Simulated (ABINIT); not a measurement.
Runs of ABINIT 10.8.3 (patched build) on CsSnBr3. Symmetry: Pm-3m, No. 221, cubic system. Conventional cell: a = 5.839 Å, b = 5.839 Å, c = 5.839 Å, α = 90.00°, β = 90.00°, γ = 90.00°. Around Cs (site symmetry m-3m) lie 12 Br at 4.13 Å. Sn (site symmetry m-3m) is surrounded by 6 Br at 2.92 Å. Br (site symmetry 4/mmm) is surrounded by 2 Sn at 2.92 Å. The cell is a database's computed one.

```csv
task,level,potentials or basis,k mesh,gap on the mesh (eV)
band structure,HCTH407,JTH PAW PBE v2.0,5 × 5 × 5,2.06
band structure,revPBE,JTH PAW PBE v2.0,5 × 5 × 5,1.90
band structure,LDA-PZ,JTH PAW LDA v2.0,5 × 5 × 5,1.84
single point,PBEsol,JTH PAW PBE v2.0,3 × 3 × 3,(b)
band structure,PBEsol,JTH PAW PBE v2.0 sp,5 × 5 × 5,1.83
band structure,RPBE,JTH PAW PBE v2.0,5 × 5 × 5,(a)
band structure,LDA,JTH PAW LDA v2.0 sp,5 × 5 × 5,1.84
```

Alike in all rows: no spin polarisation; cell as given; cutoff (eV) 544; smearing fermi-dirac 0.05 eV.

**Question.** Estimate the missing entries.

**Answer.** (a) 1.91; (b) 3.23.

Caveats: spin-orbit coupling is left out, which moves the levels of the heavy elements; an odd mesh through Γ misses points on the zone boundary, where band edges often lie; this set keeps more shells in the core, which shifts pressures and gaps (some runs).

A k mesh can miss the band edges, and the runs leave out spin-orbit coupling on Br, Cs, Sn.

The runs don't all hold the same shells in valence.

Runs at the PBE level aren't shown here.
